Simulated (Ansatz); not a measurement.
Runs of Ansatz 0.2.0 on InAs. It takes space group F-43m (No. 216, cubic). The conventional cell has a = 6.036 Å, b = 6.036 Å, c = 6.036 Å, α = 90.00°, β = 90.00°, γ = 90.00°. Around In (site symmetry -43m) lie 4 As at 2.61 Å. As (site symmetry -43m) is surrounded by 4 In at 2.61 Å. 

```tsv
task	level	cell	k mesh	cutoff (eV)	smearing	basis error allowed	mesh quality	gap on the mesh (eV)	pressure (GPa)
relaxation of cell and atoms	PBEsol	relaxed	8 × 8 × 8	-	fermi-dirac 0.05 eV	0.001 eV/atom	not flagged	-	0.0
single point	PBE	as given	4 × 4 × 4	240	fermi-dirac 0.03 eV	0.004 eV/atom	coarse	none	4.9
phonons	PBE	as given	6 × 6 × 6	305	fermi-dirac 0.05 eV	0.001 eV/atom	coarse	none	-
single point	PBE	as given	8 × 8 × 8	283	gaussian 0.025 eV	0.001 eV/atom	not flagged	none	(a)
phonons	PBEsol	as given	6 × 6 × 6	305	fermi-dirac 0.05 eV	0.001 eV/atom	coarse	none	-
band structure	RPBE	as given	8 × 8 × 8	283	fermi-dirac 0.05 eV	0.001 eV/atom	not flagged	-	6.0
```

Alike in all rows: potentials or basis all-electron LAPW, scalar-relativistic; no spin polarisation.

Task: Fill in the values left out.

Result: (a) 4.3.

Caveats: some runs use coarse meshes; this crystal is a semiconductor, whose small gap the functional closes, so the metal is an error of the method (some runs); the k mesh is thin for a metal, which can move the energy by tens of meV per atom (some runs); a metal's response needs a denser mesh (some runs); spin-orbit coupling is left out, which moves the levels of the heavy elements (some runs).

A k mesh can miss the band edges, and the runs leave out spin-orbit coupling on As, In.

A gap of «none» marks a metal or a gap under the smearing width.
